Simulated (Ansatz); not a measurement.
Calculated ¹⁷O NMR of the central transition for Al₂O₃ at a changed volume

Cell: a refined structure from the COD, relaxed with PBE at fixed cell and then changed (volume scaled by 1.02, ions relaxed).

Space group R-3c:H (No. 167); a = 4.7920, c = 13.0817 Å, γ = 120.00°.

| site | Wyckoff | site symmetry | x | y | z |
| --- | --- | --- | --- | --- | --- |
| Al | 12c | 3. | 0.0000 | 0.0000 | 0.8521 |
| O | 18e | .2 | 0.9731 | 0.3333 | 0.0833 |

One atom of each set is listed; the run and its k-mesh use a cell of 10 atoms with edges of 5.16, 5.16, 5.16 Å.

The numbers come from a DFT calculation in Ansatz (PBE, plane waves and PAW, scalar-relativistic, 420 eV cutoff, Γ-centred 8×8×8 k-points, Fermi–Dirac smearing 0.02 eV).

¹⁷O has I = 5/2 and Q = -25.58 mb (Pyykkö 2018); at 9.4 T its Larmor frequency is ν₀ = 54.3 MHz. Only the quadrupole interaction is simulated: positions count from each site's isotropic chemical shift, and J coupling is left out, as are shift anisotropy and dipolar coupling, which fast spinning averages.

(1) What does the ¹⁷O spectrum (fast magic-angle spinning) show for each site?

Answers

(1) 

```
site                               first shell  C_Q (MHz)     η  P_Q (MHz)  δ_QIS (ppm)  breadth (kHz)
   O  4 Al at 1.87–1.98 Å; also 2 Al at 3.24 Å       2.46  0.51       2.57        -13.4           1.69
```

δ_QIS = −(ν_Q²/30ν₀²)[I(I+1) − 3/4](1 + η²/3) × 10⁶ ppm with ν_Q = 3|C_Q|/[2I(2I−1)]; it falls as 1/B₀² in ppm, and the breadth as 1/B₀ in kHz.

The relaxation (2 steps) took 5.5 s of wall time (14 s of CPU time) and 0.54 GiB at its peak, on 4 threads of Intel Xeon Platinum 8488C (Sapphire Rapids) (x86_64; 16 cores open to the job, memory cap 8.0 GiB, no GPU), a shared host with a load of 0.4 a core.
